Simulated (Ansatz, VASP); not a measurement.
# Cross-check of Ga48O71 (V_O) between VASP and Ansatz

Aim: how closely do two programs agree when they are given the same cell, functional and k mesh? The cell is taken from a series of runs on this material, whose earlier steps may have relaxed, scaled, displaced or heated it; both programs get it as it stands.

Program: Ansatz 0.2.0. Level of theory: plane waves, with VASP 6.6.1 beside it; single point at PBEsol. Results are calculated unless marked as measured.

## Step 1: The structure

The cell holds 119 atoms: 48 Ga and 71 O. Cell: a = 12.278 Å, b = 9.142 Å, c = 11.621 Å, α = 90.0°, β = 103.7°, γ = 90.0°. It derives from Ga2O3 (Ga2O3 (C2/m)). Nearest the centre at fractional (0.665, 0.500, 0.555): Ga24 at 1.50 Å, Ga28 at 1.97 Å, Ga44 at 1.97 Å, O92 at 2.55 Å, O90 at 2.78 Å, O113 at 2.78 Å, O110 at 2.86 Å, O87 at 2.86 Å.

## Step 2: VASP: single point, PBEsol, pair 1

A single point gives forces, pressure and levels at one fixed geometry, so differences don't come from the geometry; what else differs is listed under the comparison.

Lines of VASP's logs that name or quote its potential files are left out, and so is its time.

File INCAR:

```
SYSTEM = Ga48O71
PREC = Accurate
ENCUT = 520
EDIFF = 1E-06
NELM = 120
ISMEAR = 0
SIGMA = 0.01
LREAL = Auto
ALGO = Normal
GGA = PS
NBANDS = 624
LORBIT = 11
LWAVE = .FALSE.
LCHARG = .FALSE.
ISIF = 2
LASPH = .TRUE.
GGA_COMPAT = .FALSE.
EFERMI = MIDGAP
NCORE = 4
```

File POSCAR:

```
Ga48O71
1.0
   12.2779581966      0.0000000000      0.0078688676
    0.0000000000      9.1418946025      0.0000000000
   -2.7604537593      0.0000000000     11.2879152185
Ga O
48 71
Direct
    0.3407900000      0.0000100000      0.3419300000
    0.8409100000      0.1666600000      0.3424900000
[... 5 atom lines left out ...]
    0.5878700000      0.1692500000      0.3960200000
[... 1 atom line left out ...]
    0.8402200000      0.1662300000      0.8425300000
[... 1 atom line left out ...]
    0.6576400000      0.9999700000      0.6561500000
    0.4083400000      0.1663500000      0.6012300000
[... 3 atom lines left out ...]
    0.3430500000      0.3345300000      0.3424000000
    0.8394900000      0.5000700000      0.3414700000
[... 1 atom line left out ...]
    0.6578700000      0.3350100000      0.1607800000
[... 3 atom lines left out ...]
    0.6040700000      0.4999500000      0.4262300000
[... 1 atom line left out ...]
    0.8407800000      0.5001000000      0.8399800000
[... 1 atom line left out ...]
    0.6566400000      0.3302600000      0.6567000000
    0.4071300000      0.4999500000      0.6010900000
    0.9109400000      0.3332000000      0.6013000000
[... 1 atom line left out ...]
    0.5905000000      0.5001100000      0.8978100000
    0.3430300000      0.6654700000      0.3424500000
    0.8409400000      0.8334500000      0.3424800000
[... 1 atom line left out ...]
    0.6578800000      0.6653000000      0.1607400000
[... 3 atom lines left out ...]
    0.5879100000      0.8308000000      0.3959800000
[... 1 atom line left out ...]
    0.8402300000      0.8340600000      0.8425000000
[... 1 atom line left out ...]
    0.6566000000      0.6697400000      0.6570000000
    0.4083900000      0.8336000000      0.6012100000
    0.9108900000      0.6669100000      0.6012900000
[... 9 atom lines left out ...]
    0.6729500000      0.1662700000      0.2817200000
[... 11 atom lines left out ...]
    0.6725100000      0.1675200000      0.7807600000
[... 1 atom line left out ...]
    0.6641100000      0.1660300000      0.5537200000
[... 3 atom lines left out ...]
    0.5049000000      0.3382200000      0.3737100000
[... 5 atom lines left out ...]
    0.6728900000      0.5001400000      0.2852800000
[... 2 atom lines left out ...]
    0.3315400000      0.5000200000      0.4449300000
    0.8344000000      0.3334800000      0.4454400000
    0.0028500000      0.5001100000      0.8703600000
    0.5039300000      0.3335600000      0.8704800000
    0.4952000000      0.3340400000      0.6264200000
    0.9969200000      0.5000900000      0.6282400000
[... 1 atom line left out ...]
    0.8237800000      0.3366000000      0.7140200000
[... 1 atom line left out ...]
    0.6704400000      0.5001200000      0.7753600000
[... 2 atom lines left out ...]
    0.8331500000      0.3343000000      0.9428100000
[... 1 atom line left out ...]
    0.5049800000      0.6618300000      0.3739600000
[... 5 atom lines left out ...]
    0.6729600000      0.8339700000      0.2816800000
[... 3 atom lines left out ...]
    0.8344100000      0.6666400000      0.4454000000
[... 1 atom line left out ...]
    0.5039700000      0.6667000000      0.8704900000
    0.4952600000      0.6658300000      0.6263700000
[... 2 atom lines left out ...]
    0.8237200000      0.6636100000      0.7140200000
[... 1 atom line left out ...]
    0.6724700000      0.8327400000      0.7807600000
[... 1 atom line left out ...]
    0.6639500000      0.8336900000      0.5537400000
[... 1 atom line left out ...]
    0.8331700000      0.6659400000      0.9427700000
```

File KPOINTS:

```
Automatic mesh
0
Gamma
1 1 1
0 0 0
```

Potentials, in the order of the species: Ga_d and O (PBE family, release 64).

Started as:

```console
> mpirun -np 16 vasp_gam
```

Numbers of over 12 decimals in the logs are rounded to 6 here.

Log:

```text
[banner, memory and clock lines left out]
running   16 mpi-ranks, on    1 nodes
[...]
|                                                                             |
|               ----> ADVICE to this user running VASP <----                  |
|                                                                             |
|     You enforced a specific xc type in the INCAR file but a different       |
|     [... a line on the potential file left out ...]
|     I HOPE YOU KNOW WHAT YOU ARE DOING!                                     |
|                                                                             |

 LDA part: xc-table for (Slater+PW92), standard interpolation
 POSCAR, INCAR and KPOINTS ok, starting setup
[...]
entering main loop
       N       E                     dE             d eps       ncg     rms          rms(c)
DAV:   1     0.302326803847E+05    0.30233E+05   -0.38968E+05  1392   0.342E+03
DAV:   2     0.739069902114E+04   -0.22842E+05   -0.21740E+05  1248   0.953E+02
DAV:   3     0.389253863551E+03   -0.70014E+04   -0.64632E+04  1648   0.371E+02
DAV:   4    -0.773583748593E+03   -0.11628E+04   -0.11377E+04  1608   0.157E+02
[...]
DAV:  20    -0.755803041238E+03    0.23369E-05   -0.83089E-06  1088   0.314E-02    0.240E-03
DAV:  21    -0.755803042129E+03   -0.89087E-06   -0.14644E-05  1344   0.135E-02    0.181E-03
DAV:  22    -0.755803042998E+03   -0.86907E-06   -0.94917E-06  1008   0.843E-03
   1 F= -.75580304E+03 E0= -.75580304E+03  d E =0.000000E+00
```

From OUTCAR (step 2):

```text
  FREE ENERGIE OF THE ION-ELECTRON SYSTEM (eV)
  ---------------------------------------------------
  free  energy   TOTEN  =      -755.8030429980 eV

  energy  without entropy=     -755.8030429980  energy(sigma->0) =     -755.80304300
```

The run ends at a pressure of 0.07 GPa, with forces up to 0.45 eV/Å.

## Step 3: Ansatz: single point, PBEsol, pair 1

Ansatz runs on its PAW soft_1 files.

The same cell, functional and mesh now go to Ansatz.

File input.yaml:

```yaml
crystal:
  checkpoint: "../q0.relax.run"
  host: checkpoint
basis:
  ecutwfc: 420
  xc_grid: 2
hamiltonian:
  xc: pbesol
  pseudopotentials: { kind: paw, azcp: { folder: soft_1 }, xc_functional: pbe }
kpoints:
  mp_grid: { grid: [1, 1, 1] }
scf:
  occupations: { method: fixed }
  max_iter: 60
output:
  forces: true
  charged_corrections:
    epsilon: [4.1, 4.2, 4.21]
    static_epsilon: [[11.09, 0.0, -0.77], [0.0, 10.92, 0.0], [-0.77, 0.0, 13.61]]
    defect_position: [0.665274, 0.5, 0.554763]
  eigenvalues: true
  eigenstates: { localisation: true }
checkpoint:
  read: "../q0.relax.run"
  write: "../q0.a0.run"
  compress: false
  write_wavefunctions: false
  write_every: 100000
```

Started as:

```console
> ansatz run input.yaml --threads 32 --pin off --max-ram 84787MiB --backend cuda --events-out ev --progress --plain --runs-dir out --max-vram 78GiB
```

Log:

```text
crystal.checkpoint: the structure is that of <dir>, a `relax` run, at its step 6: its result, under pbesol at a charge of 0 e; 119 atoms read, 0 with a starting moment; crystal.structure_sha256 for this input is
Engine: ansatz 0.2.0, aarch64-unknown-linux-gnu
Pseudopotentials: kind: paw
Pseudopotential: Ga, paw, valence charge 13, recommended cutoff 420 eV (normal), soft_1/Ga.paw.azcp
Pseudopotential: O, paw, valence charge 6, recommended cutoff 420 eV (normal), soft_1/O.paw.azcp
Functional definition: PBEsol
  exchange = pbesol_x
  correlation = pbesol_c
device memory: the entry about to start is reckoned to put 4.8 GiB on a device that reports 179.7 GiB free (of which the cap on the GPU budget leaves the run 78.0 GiB)
GPU FFT provider: cuFFT
GPU libraries: cuBLAS 13.8.1, cuFFT 12.4.0, cuSOLVER 12.3.2
GPU matrix products: emulated (plane waves: as basis.precision tells), large ones in fixed point in workspaces of 1.00 GiB
Crystal: 119 atoms, lattice volume = 1267.197 Å³
Basis set: ecut = 420 eV, 24771 PW (Γ), exchange–correlation on 180×128×160 points (8 copies of the dense FFT grid, shifted against one another)
Bands: 644, of which v1, the nominal top of the filled ones, is band 525 counted from 1 (524 counted from 0)
Symmetry: 1 space group operations
Space group: P1 (ITA 1), of the structure as read, at distance tolerance 1.1e-4 Å
k-points: 1
Non-local potential: Ga, projectors of the file, l = 0: 2, l = 1: 2, l = 2: 3, l = 3: 1
Non-local potential: O, projectors of the file, l = 0: 2, l = 1: 2, l = 2: 1
PAW form: soft (Blöchl's): semilocal exchange-correlation on the pseudo side does not see the compensation charge
PAW frozen core: Ga, regenerated for the run's functional, and the local potential with it (the file was generated under x = pbe(κ = 0.804, μ = 0.219515), c = pbe(β = 0.066725))
PAW frozen core: O, regenerated for the run's functional, and the local potential with it (the file was generated under x = pbe(κ = 0.804, μ = 0.219515), c = pbe(β = 0.066725))
PAW one-centre angular grid: Ga, 590 points (default); XC on 64 Gauss nodes
PAW one-centre angular grid: O, 110 points (default); XC on 64 Gauss nodes
Initial density: read from a saved state, or passed on in memory by an earlier SCF of this step, an earlier step, the calling program or the single point that the run made first
Stability of the state it starts from, as read at its close in the unpolarized treatment: not read negative (Ritz values of 1 − χ₀K, real part plus size of imaginary part, from 1.0 to 1.4, by its mixing steps under no symmetry)
Initial wavefunctions: pseudopotential atomic-orbital guess — the wavefunctions supplied were not used: wavefunction packing (Γ-real/complex/spinor) differs
GPU buffer pool allocated for 460800 grid points (all kernels)
GPU transforms: local potential and band sums: pruned to the plane-wave sphere, on 81×64×80
Functional: x = pbesol(κ = 0.804, μ = 0.123457), c = pbesol(β = 0.046)
iter 1 solved again at ethr=1.09e-5 eV; its pass at ethr=3.10e-3 eV (dr2=1.14e-1 eV) is discarded
SCF iter   1: F=—  HF=-219538.329397 eV  |Δ(HF+E_count)|=         —  Δρ=2.25e-3  dr2=1.16e-1  Hψ=3136
preconditioner: auto → Resta (q_TF=auto, 2.644 Å⁻¹)  ε∞=4.7  [insulator: Δε(μ)=1.696 eV  Ē_g=17.518 eV  n_scr=386 (ndim 8)  ℏωp=33.8 eV  f_vac=0.011  ε∞_Penn≈4.7]
SCF iter   2: F=—  HF=-219538.307934 eV  |Δ(HF+E_count)|=   2.15e-2  Δρ=9.77e-4  dr2=1.77e-2  Hψ=791
SCF iter   3: F=—  HF=-219538.300990 eV  |Δ(HF+E_count)|=   6.94e-3  Δρ=3.72e-4  dr2=2.55e-3  Hψ=990
SCF iter   4: F=—  HF=-219538.300434 eV  |Δ(HF+E_count)|=   5.57e-4  Δρ=1.37e-4  dr2=2.04e-4  Hψ=1205
SCF iter   5: F=—  HF=-219538.300406 eV  |Δ(HF+E_count)|=   2.80e-5  Δρ=5.61e-5  dr2=3.58e-5  Hψ=1020
SCF iter   6: F=—  HF=-219538.305731 eV  |Δ(HF+E_count)|=   5.32e-3  Δρ=1.75e-5  dr2=3.04e-6  Hψ=1026
SCF iter   7: F=—  HF=-219538.305731 eV  |Δ(HF+E_count)|=   4.25e-7  Δρ=9.15e-6  dr2=8.79e-7  Hψ=1059
SCF iter   8: F=-219538.305731 eV  HF=-219538.305731 eV  |Δ(HF+E_count)|=   3.37e-8  Δρ=2.34e-6  dr2=6.37e-8  Hψ=3659
SCF 1 converged in 8 iterations: F = -219538.305731 eV  dr2 = 6.37e-8
  greatest PAW one-centre occupation: 0.998 electrons in one spin orbital (limit 2), on the Ga atom at site 102 (counted from 0), in its partial waves of l = 2
SCF converged after 8 iterations
Free energy (F): -219538.305731 eV
Harris-Foulkes:  -219538.305731 eV  (|F-HF|=4.51e-9)
Internal energy: -219538.305731 eV  (E = F + TS)
E sigma→0 (E₀):  -219538.305731 eV
Fermi energy:    8.574023 eV
--- Per-component energies (eV) ---
  E_band       = -1462.994455
  E_kinetic    = 17344.430784
  E_local      = -84183.708258  (includes V_loc(G=0)·N_el)
  E_nonlocal   = -390.347884
  E_hartree    = 49106.407282
  E_xc         = -7965.733632
  E_vxc        = -9057.733034  (∫ρ·V_xc dr)
  E_paw        = -105294.596189  (= ΣΔE_a)
  E_vpaw       = -23388.498809  (= ΣTr[D̂ρ^β])
  E_aug_tail   = 0.043619  (compensation charges beyond the density's cutoff)
  E_ewald      = -88198.729892
  E_core_change = 43.928439  (= ΣΔE_core)
  E_smearing   = -0.000000  (= −TS)
  E_closure    = 0.000000  (closes the sum)
  Σ components = -219538.305731   (vs F -219538.305731, Δ=0.00e0)
--- Forces (eV/Å), atoms counted from 1 ---
  atom   1  Ga    -0.04197587    -0.00216575    -0.02036992
  atom   2  Ga     0.03936467    -0.02613501    -0.01808750
  atom   3  Ga    -0.00967300    -0.00673680    -0.02204158
  atom   4  Ga     0.00663682     0.00071185    -0.02954712
  atom   5  Ga    -0.02522629    -0.00995121    -0.03435488
  atom   6  Ga     0.00922638    -0.00164459    -0.01073240
  [... 113 more lines of this table ...]
  max |Σ_I F_I| component: 4.08e-5 eV/Å
--- Band table (eV) ---
  k-point 0: bands = ["-10.9701", "-10.6906", "-10.6175", "-10.5258", "-10.4446", "-10.3016", "-10.2867", "-10.2232", "-10.1165", "-10.0927", "-10.0885", "-10.0269", "-10.0222", "-9.9825", "-9.9755",
```

## Step 4: Differences

Known differences besides the potentials themselves: fixed occupations in Ansatz, narrow Gaussian smearing in VASP; the cutoff is 420 eV in Ansatz and 520 eV in VASP (PREC = Accurate, projectors in real space); Ansatz makes its cores anew for this functional, VASP keeps those of its PBE data sets. Total energies have different zeros and are not compared.

Both answers:

```tsv
quantity	Ansatz	VASP	difference
gap on the k mesh (eV)	1.829	1.833	-0.004
```

Forces on 7 of the 119 atoms, those with the largest forces and the largest differences (eV/Å; atoms numbered as in POSCAR):

```tsv
atom	Ansatz x, y, z	VASP x, y, z
Ga24	-0.073, 0.005, -0.474	-0.065, 0.004, -0.449
Ga28	-0.018, -0.198, 0.233	-0.029, -0.178, 0.201
Ga44	-0.013, 0.212, 0.223	-0.024, 0.191, 0.192
O74	0.103, 0.096, 0.132	0.099, 0.100, 0.134
O80	-0.065, -0.004, 0.166	-0.079, -0.003, 0.178
O92	0.022, -0.007, -0.169	0.009, -0.006, -0.158
O97	0.096, -0.106, 0.120	0.091, -0.110, 0.122
```

The forces differ by 8.2 meV/Å r.m.s., which is 16.9 % of the r.m.s. force of 0.049 eV/Å (both taken over all components). A gap on the mesh is an upper bound, since the band edges may lie between its points.

(Part 1 of 2 ends here.)

[Lines on the potential files, build, host, timing and source positions are cut from VASP's logs without a mark.]

[Logs are printed without paths, hosts, clocks, repeated set-up lines and the standing remarks that a program may print on its own settings, such as how far it seeks lower states.]

[Hosts, paths, dates, database ids (printed as entryN), source tags and the programs' standing remarks are cut or masked in the printed files.]
